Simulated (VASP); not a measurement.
Crystal: Lu.

```
Lu
1.0
    -1.95411    1.95411    1.95411
     1.95411   -1.95411    1.95411
     1.95411    1.95411   -1.95411
Lu
1
Direct
  0.00000 0.00000 0.00000
```

This isn't the form of Lu at room conditions, which is hcp.

```yaml
Program: VASP 6.6.1
Task: relaxation of cell and atoms
Functional: PBE
Dispersion: D2
Potentials_or_basis: VASP PAW PBE potentials, release 64 (Lu)
Cutoff: 600 eV
k_mesh: 10 × 10 × 10
Occupations: gaussian, width 0.05 eV
Spin: no spin polarisation
```

At the start: pressure -1.0 GPa; volume 29.85 Å³/atom.

Q: How do energy, volume and symmetry change on relaxing?

A: Over 9 steps the energy falls by 2.0 meV/atom and the volume is 29.21 Å³/atom (-2.1 %); space group Im-3m (No. 229, to 0.05 Å).

Step by step:
```csv
step,energy change (eV),largest force (eV/Å),pressure (GPa),volume (Å³)
1,0.0000,0.0000,-1.02,29.85
2,-0.0010,0.0000,-0.85,29.68
3,-0.0019,0.0000,-0.24,29.37
4,-0.0017,0.0000,0.31,29.03
5,-0.0018,0.0000,0.33,29.04
6,-0.0018,0.0000,0.33,29.07
7,-0.0019,0.0000,0.19,29.11
8,-0.0020,0.0000,0.24,29.15
9,-0.0020,0.0000,-0.02,29.21
```

Final structure:
```
Lu
1.0
    -1.94004    1.94004    1.94004
     1.94004   -1.94004    1.94004
     1.94004    1.94004   -1.94004
Lu
1
Direct
  0.00000 0.00000 0.00000
```

Caveat: atom-pairwise D2, TS and ULG terms overbind metals; pairwise dispersion overbinds metals, which lowers pressure and volume.
